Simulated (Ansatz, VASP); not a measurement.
## Two plane-wave programs on Re

```xyz
2
Lattice="2.7761 0.0000 0.0000 -1.3881 2.4042 0.0000 0.0000 0.0000 4.4812" Properties=species:S:1:pos:R:3 pbc="T T T"
Re    0.0000    1.6028    1.1203
Re    1.3881    0.8014    3.3609
```

Alike in both runs: functional PBE; k mesh 16 × 16 × 9; occupations fermi-dirac, width 0.08 eV; no spin polarisation.

Ansatz relaxed the structure, and its values are those at the end. VASP's run is a single point on that final structure, the one shown.

|  | VASP | Ansatz |
| --- | --- | --- |
| version | VASP 6.6.1 | Ansatz 0.2.0 |
| potentials or method | VASP PAW PBE potentials, release 64 (Re) | PAW with Ansatz's default frozen-core files, scalar-relativistic |
| plane-wave cutoff (eV) | 520 | 420 |
| valence electrons in the cell | 14 | 30 |

Ansatz gave:

- pressure (GPa): 0.0

Question: What did VASP give for the same quantities?

Answer: Pressure (GPa): -0.5.

The functional is the same, so the differences come from potentials, cutoffs and numerics. The two sets of potentials don't hold the same shells in valence.

The runs have no spin-orbit coupling, so splittings on Re are missing.
